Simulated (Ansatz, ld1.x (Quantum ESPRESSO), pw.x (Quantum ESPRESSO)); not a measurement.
titanium (Ti): one change to the TM potential, in the atom and in the bcc crystal

* Element: titanium (Ti)
* Generator: ld1.x (Quantum ESPRESSO) 7.5
* Type: norm-conserving Troullier–Martins (Kleinman–Bylander form)
* Functional: PBE
* Relativity: scalar-relativistic
* Frozen core: [Ar]
* Valence charge: 4
* Reference configuration: 3d2 4s2 4p0
* Partial waves: 4s (bound): rc 2.40 bohr; 4p (bound, empty): rc 3.55 bohr; 3d (bound): rc 2.00 bohr
* Local potential: all-electron potential smoothed inside 2.40 bohr (lloc = -1)
* Core correction: a·sin(br)/r model core inside 1.00 bohr

Change: all radii but the core radius scaled by about 0.94 (s 2.26, p 3.34, d 1.88 bohr); local potential all-electron potential smoothed inside 2.26 bohr (lloc = -1).

Cutoffs, loose and tight: the cutoffs (Ry, on a coarse ladder) from which the occupation-weighted sum of valence levels, in a spherical-Bessel basis at the reference potential, stays within 10 and 1 mRy of its value at 400 Ry. They do not see the model core or the augmentation charge, which bear on the density cutoff. Test errors are all-electron minus pseudo excitation energies from the reference, over the configurations 3d2 4s1 4p0; 3d2 4s0 4p0; 3d1 4s0 4p0; 3d3 4s1 4p0; 3d2 4s0 4p2; 3d3 4s0 4p0; 3d2 4s0 4p1; variants that change the core or the reference have their own tests.

Crystal test: bcc Ti in pw.x 7.5, no spin, 14³ k-points, Fermi–Dirac smearing 0.01 Ry, cutoffs set for each file from its atomic test. The reference is all-electron LAPW (Ansatz 0.2.0) with the same functional, mesh and smearing; V0 and B0 come from Birch–Murnaghan fits to the pressures at five volumes. Errors are pseudo minus all-electron; Δ is the rms difference of the E(V) curves that follow from these fits, minima aligned, over ±6 % about the mean V0. Mesh and smearing are coarse, so the numbers serve the comparison and aren't converged zero-temperature values; the lattice is a test structure that the element need not adopt.

All-electron: a0 = 3.264 Å (V0 = 17.38 Å³/atom), B0 = 104.1 GPa.

**Question.** Does the change bring the crystal closer to the all-electron result?

**Answer.** The mean pressure error goes from -0.93 to -2.65 GPa, so the change moves the solid further from the all-electron pressures. At 80 % of its cutoff the pressure of the base moves by -0.94 GPa.

```tsv
quantity	base	changed
outcome (atom)	generated	generated
cutoff, loose (atom)	50 Ry	55 Ry
cutoff, tight (atom)	60 Ry	70 Ry
bound ghosts (atom)	none	s
largest test error (meV) (atom)	-241 over the solved tests; 1 of 7 tests not solved or not reliable	-227 over the solved tests; 2 of 7 tests not solved or not reliable
cutoffs in pw.x (Ry)	75/300	85/340
a0 (Å)	3.254	3.236
a0 error (%)	-0.30	-0.85
B0 error (%)	+2.2	+2.9
Δ (meV/atom)	3.5	10.1
mean pressure error (GPa)	-0.93	-2.65
```

Base: The largest radius (3.55 bohr) exceeds half the bond length (2.67 bohr), so the spheres overlap, which is one possible source of error among others. Atomic configuration tests: 1 of 7 tests not solved or not reliable. The logarithmic derivative shows an extra or strongly shifted pseudo pole above the reference energy (s near 0.78 Ry). Changed file: The largest radius (3.34 bohr) exceeds half the bond length (2.67 bohr), so the spheres overlap, which is one possible source of error among others. This is a poor potential for the solid. Note: ghost state, extra bound levels that the all-electron valence spectrum of the same l lacks: s at -0.58 eV. A true bound ghost makes a file unfit for plane-wave use. Atomic configuration tests: 2 of 7 tests not solved or not reliable. The logarithmic derivative shows an extra or strongly shifted pseudo pole above the reference energy (s near -0.06 Ry). The atomic cutoffs weigh occupied waves only.
